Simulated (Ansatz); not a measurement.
# Calculated coordination and Ta-181 quadrupole coupling for TaN at a changed volume

Cell: a structure deposited in the COD, relaxed with PBE at fixed cell and then changed (volume scaled by 1.06, ions relaxed).

Space group P6/mmm (No. 191); a = 5.2867, c = 2.9650 Å, γ = 120.00°.

```
site  Wyckoff  site symmetry       x       y       z
 Ta1       1a          6/mmm  0.0000  0.0000  0.0000
 Ta2       2d           -6m2  0.3333  0.6667  0.5000
   N       3f            mmm  0.5000  0.0000  0.0000
```

One atom of each set is listed.

Method: Kohn–Sham DFT in Ansatz, PBE, plane waves and PAW, scalar-relativistic, collinear spin, 420 eV cutoff, Γ-centred 10×10×16 k-points, Fermi–Dirac smearing 0.05 eV. Start moments as typed (μB): 2 on each Ta, none on the rest.

Q(Ta-181) = 3170 mb.

Task: Order the Ta environments from the weakest to the strongest quadrupole coupling.
A. Ta1: 6 N at 2.64 Å
B. Ta2: 6 N at 2.13 Å

Result: B (2678 MHz, η = 0.00), A (3503 MHz, η = 0.00).

An axis of threefold or higher order runs through Ta2 and Ta1, so V_zz lies along it and η is zero.

With no gap above 0.1 eV, as in a metal, the gradients converge slowly in k; expect changes of a tenth or more on a denser mesh. Without spin–orbit coupling the gradients at and beside Ta can be off by some per cent, at some sites by more. With these PAW files V_zz is typically within 2 to 3 % of all-electron values, but misses above 10 % occur on Ta. At this changed cell the PBE pressure is -7 GPa. The start moments die out, and the run ends without spin.
